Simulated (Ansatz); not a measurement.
ZrC under changes of volume

One of the cells (13.228 Å³/atom); the others are scaled copies at fixed shape and fractional positions:

```
CELL_PARAMETERS angstrom
0.00000 2.36500 2.36500
2.36500 0.00000 2.36500
2.36500 2.36500 0.00000
ATOMIC_POSITIONS crystal
Zr 0.50000 0.50000 0.50000
C 0.00000 0.00000 0.00000
```

- Program: Ansatz 0.2.0
- Functional: LDA
- Potentials or basis: JTH PAW LDA
- Cutoff: 990 eV
- Density cutoff: 4950 eV
- k mesh: 10 × 10 × 10
- Occupations: fermi-dirac, width 0.05 eV
- Spin: no spin polarisation

```csv
volume (Å³/atom),energy over the lowest point (meV/atom),pressure (GPa)
12.434,0.00,1.2
12.699,2.32,-3.9
12.963,12.60,-8.5
13.228,30.02,-12.6
13.493,?,?
13.757,83.50,-19.6
14.022,118.31,-22.5
```

What does the run at 13.493 Å³/atom give?

Energy over the lowest point 53.88 meV/atom; pressure -16.2 GPa.

Worked out: A Birch-Murnaghan fit of order 3 (a polynomial in V^(-2/3)) to the other rows has its minimum at 12.49 Å³/atom with B0 = V·E''(V) = 248 GPa and B' = 4.2. It gives 53.94 meV/atom at 13.493 Å³/atom, against the run's 53.88, and -dE/dV = -16.3 GPa, against -16.2.

Energies are extrapolated to zero smearing.
